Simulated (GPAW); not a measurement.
# TiO and the effect of the Hubbard U on Ti d

```cif
data_structure
_symmetry_space_group_name_H-M 'P6_3/mmc'
_symmetry_Int_Tables_number 194
_cell_length_a 2.8516
_cell_length_b 2.8516
_cell_length_c 5.5675
_cell_angle_alpha 90.000
_cell_angle_beta 90.000
_cell_angle_gamma 120.000
_cell_volume 39.21
loop_
_atom_site_label
_atom_site_type_symbol
_atom_site_symmetry_multiplicity
_atom_site_Wyckoff_symbol
_atom_site_fract_x
_atom_site_fract_y
_atom_site_fract_z
_atom_site_occupancy
Ti1 Ti 2 c 0.66667 0.33333 0.75000 1
O1 O 2 a 0.00000 0.00000 0.50000 1
```

The cell comes from a database or a generator and needn't be the stable form of this composition.

Kept alike: task band structure; functional PBEsol; k mesh 8 × 8 × 4; occupations fermi-dirac, width 0.05 eV; no spin polarisation. Program: GPAW, PAW data sets generated for this functional, cutoff 800 eV. The mesh is that of the run's cell of 4 atoms. No spin-orbit coupling.

| run | pressure (GPa) |
| --- | --- |
| A | -5.17 |
| B | 8.31 |
| C | -3.22 |
| D | -7.03 |
| E | -8.82 |
| F | -1.13 |

Pressure is positive in compression; the values hold the error of the finite cutoff, so their zero can differ a little from the energy's minimum. U acts here on a shell without spin polarisation. How U acts hangs on the program's projectors.

Problem. The runs differ in the Hubbard U on Ti d alone: 0; 1; 2; 3; 4; 6 eV. Which run is which?

Solution. Run A is 2 eV; run B is 6 eV; run C is 3 eV; run D is 1 eV; run E is 0 eV; run F is 4 eV. The pressure rises from -8.82 to 8.31 GPa between 0 and 6 eV.
